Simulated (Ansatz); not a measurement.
# PbS: stiffness from a series of strains

```
CELL_PARAMETERS angstrom
2.94050 -2.90000 0.00000
2.94050 2.90000 0.00000
-1.08005 0.00000 11.70929
ATOMIC_POSITIONS crystal
Pb 0.77560 0.77560 0.63638
Pb 0.22440 0.22440 0.36362
S 0.26840 0.26840 0.59860
S 0.73160 0.73160 0.40140
```

Atoms are numbered in the order listed.

The conventional cell has a = 5.881 Å, b = 5.800 Å, c = 11.759 Å, α = 90.00°, β = 95.27°, γ = 90.00°. Pb (atom 1) has 5 S at 2.75 to 2.98 Å as nearest neighbours. S (atom 3) is surrounded by 5 Pb at 2.75 to 2.98 Å.

The cell is COD entry 2106944, as deposited and not checked against the literature; nothing was relaxed.

Spin–orbit coupling is left out, though it moves levels of the heavy atoms by tenths of an eV or more.

Level of theory: Ansatz 0.2.0, DFT, PBE, all-electron LAPW, scalar-relativistic.

Settings: a Γ-centred 7×7×3 k mesh, Fermi–Dirac smearing of 0.01 eV, basis error target 0.5 meV/atom, no spin polarisation.

The strain is applied along the Cartesian axes of the cell as listed (the other components stay zero). Fractional coordinates are held (clamped ions).

σ is the change of stress from the unstrained cell, which is at 0.27 GPa; tension is positive, so slopes are stress–strain coefficients at that pressure.

Only quantities that a quadratic follows smoothly over the whole series are listed; rougher ones are left out.

| εzz | σzz (GPa) | σxx (GPa) |
| --- | --- | --- |
| -0.0300 | -1.50 | -0.37 |
| -0.0100 | -0.43 | -0.12 |
| 0.0000 | 0.00 | 0.00 |
| 0.0100 | 0.37 | 0.12 |
| 0.0200 | 0.70 | 0.24 |
| 0.0300 | 0.97 | 0.36 |

Fit the series and read off the stiffness at zero strain.

Least-squares fits y = p0 + p1 x + p2 x² to the rows give σzz (GPa): p1 = 41, p2 = -290; σxx (GPa): p1 = 12.1, p2 = -6. So C33 = 41 GPa and C13 = 12 GPa, for these axes.

One run, at εzz = -0.0200, is withheld. Predict its row.

The fits give -0.94, -0.25; the run gave -0.93, -0.24.
